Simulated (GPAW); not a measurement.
# Moving the Hubbard U on Co d in CoAl

```cif
data_structure
_symmetry_space_group_name_H-M 'P 1'
_symmetry_Int_Tables_number 1
_cell_length_a 2.8194
_cell_length_b 2.8194
_cell_length_c 2.8194
_cell_angle_alpha 90.000
_cell_angle_beta 90.000
_cell_angle_gamma 90.000
_cell_volume 22.41
loop_
_atom_site_label
_atom_site_type_symbol
_atom_site_fract_x
_atom_site_fract_y
_atom_site_fract_z
_atom_site_occupancy
Co1 Co 0.50000 0.50000 0.50000 1
Al1 Al 0.00000 0.00000 0.00000 1
```

Kept alike: task band structure; functional PBEsol; k mesh 9 × 9 × 9; occupations fermi-dirac, width 0.05 eV; collinear spin, ferromagnetic start. Program: GPAW, PAW data sets generated for this functional, cutoff 600 eV. The mesh is that of the run's cell of 2 atoms. No spin-orbit coupling.

| run | pressure (GPa) | largest site moment (μB) |
| --- | --- | --- |
| A | 32.70 | 1.73 |
| B | 5.91 | 0.87 |
| C | 0.93 | 0.39 |
| D | 0.22 | 0.09 |
| E | 25.84 | 1.58 |

Pressure is positive in compression; the values hold the error of the finite cutoff, so their zero can differ a little from the energy's minimum. For a metal such a mesh leaves the last digits unconverged. How U acts hangs on the program's projectors. The runs hold the magnetic state that their start led to, which needn't be the lowest. Site moments count inside each atom's sphere or projector.

The runs differ in the Hubbard U on Co d alone: 2; 3; 4; 6; 8 eV. Which run is which?

Run A is 8 eV; run B is 4 eV; run C is 3 eV; run D is 2 eV; run E is 6 eV. The pressure rises from 0.22 to 32.70 GPa between 2 and 8 eV. The largest site moment rises from 0.09 to 1.73 μB between 2 and 8 eV. U favours whole occupations of the shell, which as a rule raises the local moment.
